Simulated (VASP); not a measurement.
A run of VASP 6.6.1:

File INCAR:

```
PREC = Accurate
ENCUT = 520
EDIFF = 1E-6
ISMEAR = 0
SIGMA = 0.03
LREAL = False
LASPH = True
NELM = 80
ALGO = Fast
ISIF = 2
LWAVE = False
LCHARG = False
GGA = PE
NBANDS = 16
```

The input KPOINTS:

```
Automatic mesh
0
Gamma
  8 8 8
```

The input POSCAR:

```
InP
1.0
    0.0000000000      2.9305000000      2.9305000000
    2.9305000000      0.0000000000      2.9305000000
    2.9305000000      2.9305000000      0.0000000000
In P
1 1
Direct
    0.0000000000      0.0000000000      0.0000000000
    0.7500000000      0.7500000000      0.7500000000
```

Potentials or basis: VASP PAW PBE potentials, release 64 (In_d, P).

Command:

```sh
$ cat potpaw_PBE.64/In_d/POTCAR potpaw_PBE.64/P/POTCAR > POTCAR
$ mpirun -np 1 vasp_std > vasp.out
```

Hardware: 1 thread of AMD EPYC 7571 (shared host).

**Question.** How long does it take, and how much memory?

**Answer.** Run time: 46 s on 1 thread of AMD EPYC 7571 (shared host), peak memory 0.15 GiB. Counts: scf iterations 14, k points 29.
